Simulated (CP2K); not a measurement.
The system is Ti.

```
Ti
1.0
     4.56737    0.00000    0.00000
    -2.28369    3.95546    0.00000
     0.00000    0.00000    2.82624
Ti
3
Direct
  0.66667 0.33333 0.50000
  0.33333 0.66667 0.50000
  0.00000 0.00000 0.00000
```

This isn't the form of Ti at room conditions, which is hcp.

- Program: CP2K 2026.2
- Task: single point
- Functional: PBEsol
- Potentials or basis: POTENTIAL_UZH Ti GTH-PBE-q12; TZVP-MOLOPT-PBE-GTH basis
- Density cutoff: 6123 eV
- k mesh: 7 × 7 × 9
- Occupations: fermi-dirac, width 0.05 eV
- Spin: no spin polarisation

On this cell: pressure -3.4 GPa; largest force under 0.003 eV/Å; band gap on the k mesh none (metal or under the smearing width).

The same run follows on a disturbed copy (atoms moved at random, drawn with an rms of 0.05 Å):

```
CELL_PARAMETERS angstrom
4.56737 0.00000 0.00000
-2.28369 3.95546 0.00000
0.00000 0.00000 2.82624
ATOMIC_POSITIONS crystal
Ti 0.66700 0.33369 0.50435
Ti 0.33980 0.67128 0.48012
Ti 0.00626 0.00534 0.00325
```

Question: What changes?

Answer: The energy (extrapolated to zero smearing) moves by +2.6 meV/atom; pressure -3.4 GPa; largest force 0.188 eV/Å; band gap on the k mesh none (metal or under the smearing width).

Forces in eV/Å, atoms in the order of the input:
```
Ti   0.062  0.065 -0.028
Ti  -0.046 -0.039  0.178
Ti  -0.018 -0.028 -0.175
```

Stress tensor (GPa, compression positive):
```
-3.43  0.03  0.00
 0.03 -3.46  0.01
 0.00  0.01 -3.32
```

The forces don't sum to zero, so they hold noise of the program's grid.

Caveats: the potentials were made for another functional, which shifts forces and pressure; the basis of atomic orbitals isn't converged, which shifts pressures, moduli and gaps.
